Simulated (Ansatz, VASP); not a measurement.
# Two plane-wave programs on NiO

```
Ni O
1.0
     0.00000    2.24063    2.24063
     2.24063    0.00000    2.24063
     2.24063    2.24063    0.00000
Ni O
1 1
Cartesian
  0.0000 0.0000 0.0000
  3.3609 3.3609 3.3609
```

The cell was built by a generator and needn't be a form met in nature.

Alike in both runs: functional LDA; k mesh 7 × 7 × 7; occupations fermi-dirac, width 0.05 eV; collinear spin.

|  | VASP | Ansatz |
| --- | --- | --- |
| version | VASP 6.6.1 | Ansatz 0.2.0 |
| potentials or method | VASP PAW LDA potentials, release 64 (Ni, O) | Ansatz PAW |
| plane-wave cutoff (eV) | 520 | 420 |
| valence electrons in the cell | 16 | 24 |
| task | single point | density of states |

|  | VASP | Ansatz | Ansatz less VASP |
| --- | --- | --- | --- |
| gap on the k mesh at the Fermi level (eV) | none | none | - |
| pressure (GPa) | -15.8 | -15.2 | +0.58 |
| net moment per atom (μB) | 0.76 | 0.85 | +0.098 |
| size of the moment on the site where the two differ most (μB) | 1.19 | 1.29 | +0.104 |

Site moments also hang on the region over which each program counts them. A gap of «none» marks a metal or a gap that the smearing closes. The two sets of potentials don't hold the same shells in valence.

Caveats: a cell with one magnetic atom can't hold antiferromagnetic order, which such compounds often take; semilocal functionals often make such compounds metallic where correlation or magnetic order opens a gap, which also shifts bond lengths; so large a pressure means that the cell lies far from this level's equilibrium, or that cutoff or potentials fall short (VASP); the pressure holds a Pulay correction of +0.8 GPa for the finite cutoff (Ansatz); the PAW data sets come from PBE, with cores solved anew for the run's functional, which leaves a small shift of forces and pressure (Ansatz); the density of states is complete only up to the lowest level of the last band computed (Ansatz).
